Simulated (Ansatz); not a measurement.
Level of theory: DFT PBE, scalar-relativistic, plane waves, PAW (Ansatz). Settings: cutoff 420 eV, Γ-centred meshes spaced at most about 0.3 Å⁻¹, and about 0.25 Å⁻¹ or finer for metals (2π included), Gaussian smearing. No spin polarisation in the final relaxations.

All energies are static (0 K, no zero-point motion).

Compare these two cells of Be, each relaxed at this level.

A.

```
CELL_PARAMETERS angstrom
-2.74177 2.74177 1.21850
2.74177 -2.74177 1.21850
2.74177 2.74177 -1.21850
ATOMIC_POSITIONS crystal
Be 0.37500 0.12500 0.25000
Be 0.87500 0.12500 0.75000
Be 0.87500 0.12500 0.25000
Be 0.87500 0.62500 0.75000
```

B.

```
CELL_PARAMETERS angstrom
-2.19444 2.19444 1.79052
2.19444 -2.19444 1.79052
2.19444 2.19444 -1.79052
ATOMIC_POSITIONS crystal
Be 0.15950 0.65950 0.81899
Be 0.65950 0.84050 0.50000
Be 0.34050 0.15950 0.50000
Be 0.84050 0.34050 0.18101
```

Question: Which form is favoured at zero pressure, and by what margin per atom?

Answer: B is lower, by 0.51 eV/atom. A has space group I4_1/amd (No. 141), 9.2 Å³/atom and no gap on its mesh; B has space group I4/mcm (No. 140), 8.6 Å³/atom and no gap. Counting all near atoms (those within 1.25 times the shortest distance at each site; a plus sign parts nearer from farther groups), A has Be 4+2 and B has Be 11. The denser one is the lower, and pressure would at first widen the difference. Both come from invented guesses. The part of the Crystallography Open Database at hand lists Be in space groups No. 18, 194; no cell shown has one of them.

Cells relaxed within their symmetry can be saddle points.
